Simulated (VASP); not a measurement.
Write the native input for VASP 6.6.1 that does the following.

* Task: relaxation of the atoms
* Functional: PBE
* Potentials or basis: VASP PAW PBE potentials, release 64 (Cu)
* Cutoff: 300 eV
* k mesh: 9 × 9 × 9
* Occupations: methfessel-paxton, width 0.1 eV
* Spin: no spin polarisation
* Further INCAR settings: ALGO = Normal; EDIFF = 1e-07; IBRION = 2; EDIFFG = -0.01; NSW = 40

The structure of Cu lies in POSCAR:

```
Cu                                      
1.0
    0.0000000000      1.8058345210      1.8058345210
    1.8058345210      0.0000000000      1.8058345210
    1.8058345210      1.8058345210      0.0000000000
  Cu            
     1
Direct
     0.0000000000000000    0.0000000000000000    0.0000000000000000
```

The input as run:

INCAR

```
PREC = Accurate ; ENCUT = 300
EDIFF = 1E-7 ; ISMEAR = 1
SIGMA = 0.1 ; LREAL = F
LASPH = T ; NELM = 80
ALGO = Normal ; ISIF = 2
LWAVE = F ; LCHARG = F
GGA = PE ; IBRION = 2
NSW = 40 ; EDIFFG = -0.01
```

KPOINTS

```
regular mesh
0
Gamma
  9 9 9
```

Potentials or basis: VASP PAW PBE potentials, release 64 (Cu).

The run is started by

```bash
$ cat potpaw_PBE.64/Cu/POTCAR > POTCAR
$ mpirun -np 1 vasp_std > vasp.out
```

Results of the run:

| Quantity | Value |
| --- | --- |
| Band gap on the k mesh | none (metal or under the smearing width) |

Caveat: the relaxation stopped at its first step, so nothing moved.

It took 2.7 s on 1 thread of Intel(R) Xeon(R) Platinum 8488C (Sapphire Rapids), with other jobs on the host, peak memory 0.1 GiB.
